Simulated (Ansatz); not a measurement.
Wanted: the native input for an Ansatz 0.2.0 run.

* Task: single point
* Functional: PBE
* Potentials or basis: Ansatz PAW
* Cutoff: 420 eV (not typed: the program's choice for these potentials)
* k mesh: 12 × 12 × 12
* Occupations: gaussian, width 0.023 eV
* Spin: no spin polarisation

Pt:

```
Pt
1.0
     0.00000    1.96090    1.96090
     1.96090    0.00000    1.96090
     1.96090    1.96090    0.00000
Pt
1
Direct
  0.00000 0.00000 0.00000
```

These files were run (other wordings do the same):

input.yaml

```yaml
crystal:
  lattice:
    - [0.0, 1.9609, 1.9609]
    - [1.9609, 0.0, 1.9609]
    - [1.9609, 1.9609, 0.0]
  atoms:
    - { symbol: Pt, position: [0.0, 0.0, 0.0] }
hamiltonian:
  xc: pbe
  pseudopotentials: { kind: paw }
kpoints:
  mp_grid: { grid: [12, 12, 12] }
scf:
  occupations: { method: gaussian, width: 0.023 }
output:
  forces: true
  stress: true
  eigenvalues: true
  write_density: true
  write_potential: true
  elf: true
  volumetric_format: npy
```

Potentials or basis: Ansatz PAW.

Command:

```sh
$ ansatz run input.yaml --threads 2 --pin off --max-ram 5632MiB --backend cpu --events-out ev --progress --plain --runs-dir out
```

Results of the run:

```
Pressure               : 10.2 GPa
Band gap on the k mesh : none (metal or under the smearing width)
```

Run time: 0.98 s on 2 threads of AMD EPYC 7R43 64-Core Processor (Zen 3), on a shared host, peak memory 0.32 GiB.
